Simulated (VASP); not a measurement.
Sb:

```
Sb
1.0
     2.15420    1.24373    3.75800
    -2.15420    1.24373    3.75800
     0.00000   -2.48746    3.75800
Sb
2
Direct
  0.23349 0.23349 0.23349
  0.76651 0.76651 0.76651
```

* Program: VASP 6.6.1
* Task: relaxation of cell and atoms
* Functional: LDA
* Potentials or basis: VASP PAW LDA potentials, release 64 (Sb)
* Cutoff: 600 eV
* k mesh: 12 × 12 × 10
* Occupations: methfessel-paxton, width 0.1 eV
* Spin: no spin polarisation

At the start: pressure -0.9 GPa; volume 30.21 Å³/atom.

Problem. How do energy, volume and symmetry change on relaxing?

Solution. Over 9 steps the energy falls by 6.1 meV/atom and the volume is 29.20 Å³/atom (-3.3 %); space group R-3m (No. 166, to 0.05 Å).

Step by step:
| step | energy change (eV) | largest force (eV/Å) | pressure (GPa) | volume (Å³) |
| --- | --- | --- | --- | --- |
| 1 | 0.0000 | 0.1250 | -0.90 | 60.41 |
| 2 | -0.0050 | 0.2004 | 0.38 | 58.94 |
| 3 | -0.0050 | 0.1980 | 0.34 | 58.99 |
| 4 | -0.0096 | 0.1078 | 0.23 | 58.69 |
| 5 | -0.0120 | 0.0157 | 0.14 | 58.23 |
| 6 | -0.0120 | 0.0114 | 0.14 | 58.24 |
| 7 | -0.0122 | 0.0157 | -0.16 | 58.54 |
| 8 | -0.0122 | 0.0145 | -0.07 | 58.45 |
| 9 | -0.0123 | 0.0048 | 0.00 | 58.40 |

Final structure:
```
Sb
1.0
     2.14994    1.24127    3.64732
    -2.14994    1.24127    3.64732
     0.00000   -2.48254    3.64732
Sb
2
Cartesian
  0.0000 0.0000 2.5900
  0.0000 0.0000 8.3520
```
